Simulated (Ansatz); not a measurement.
**Au: a sweep of the smearing**

The task here is to estimate one member of a computed series from the others.

Computed with Ansatz 0.2.0 (DFT, PBE, all-electron LAPW, scalar-relativistic, unless a step's input says otherwise).

### The structure to begin with

It takes space group P6_3/mmc (No. 194, hexagonal). The conventional cell has a = 2.900 Å, b = 2.900 Å, c = 4.880 Å, α = 90.00°, β = 90.00°, γ = 120.00°. Around Au (site symmetry -6m2) lie 12 Au at 2.90 to 2.96 Å.

Structure file:

```cif
data_structure
_symmetry_space_group_name_H-M 'P6_3/mmc'
_symmetry_Int_Tables_number 194
_cell_length_a 2.9000
_cell_length_b 2.9000
_cell_length_c 4.8800
_cell_angle_alpha 90.000
_cell_angle_beta 90.000
_cell_angle_gamma 120.000
_cell_volume 35.54
loop_
_atom_site_label
_atom_site_type_symbol
_atom_site_symmetry_multiplicity
_atom_site_Wyckoff_symbol
_atom_site_fract_x
_atom_site_fract_y
_atom_site_fract_z
_atom_site_occupancy
Au1 Au 2 d 0.33333 0.66667 0.75000 1
```

The file gives the conventional cell by its symmetry; the runs use the cell typed in the input.

The geometry is a database entry used as it stands. It may stem from high pressure or temperature, or be incomplete, so it serves as a test cell.

Atoms are numbered in the order of the input: Au1, Au2.

Set-up of the first run:

input.yaml

```yaml
crystal:
  lattice:
    - [2.8999984104, 0.0, 0.0]
    - [-1.4499992052, 2.5114722944, 0.0]
    - [0.0, 0.0, 4.88]
  atoms:
    - { symbol: Au, position: [0.3333333333, 0.6666666667, 0.75] }
    - { symbol: Au, position: [0.6666666667, 0.3333333333, 0.25] }
kpoints:
  mp_grid: { grid: [14, 14, 8] }
scf:
  occupations: { method: gaussian, width: 0.2 }
hamiltonian:
  xc: pbe
  pseudopotentials: { kind: all_electron, lapw: { basis_error: 0.00025 } }
output:
  forces: true
  stress: true
  eigenvalues: true
```

Among the steps run: With Gaussian smearing of 0.2 eV; With Fermi–Dirac smearing of 0.01 eV; With Fermi–Dirac smearing of 0.15 eV; With Fermi–Dirac smearing of 0.28 eV; With tetrahedron filling.

One table of the session follows, with a row left open; its other results are not shown here.

It belongs to the step «The sweep in one table». 

| smearing | energy from the first row (meV/atom) |
| --- | --- |
| Gaussian smearing of 0.2 eV | 0.00 |
| Fermi–Dirac smearing of 0.01 eV | 1.23 |
| Fermi–Dirac smearing of 0.15 eV | -1.70 |
| Fermi–Dirac smearing of 0.28 eV | ? |
| tetrahedron filling | -5.60 |

**Question.** Estimate the row for Fermi–Dirac smearing of 0.28 eV.

**Answer.** energy from the first row (meV/atom): -3.23. In the column «energy from the first row (meV/atom)» it lies between tetrahedron filling (-5.60) and Fermi–Dirac smearing of 0.15 eV (-1.70).

Energies are those extrapolated to zero smearing.

Caveats from the session: Warnings in the runs' records: band table not solved further, tetrahedron derivatives may miss energy slope.
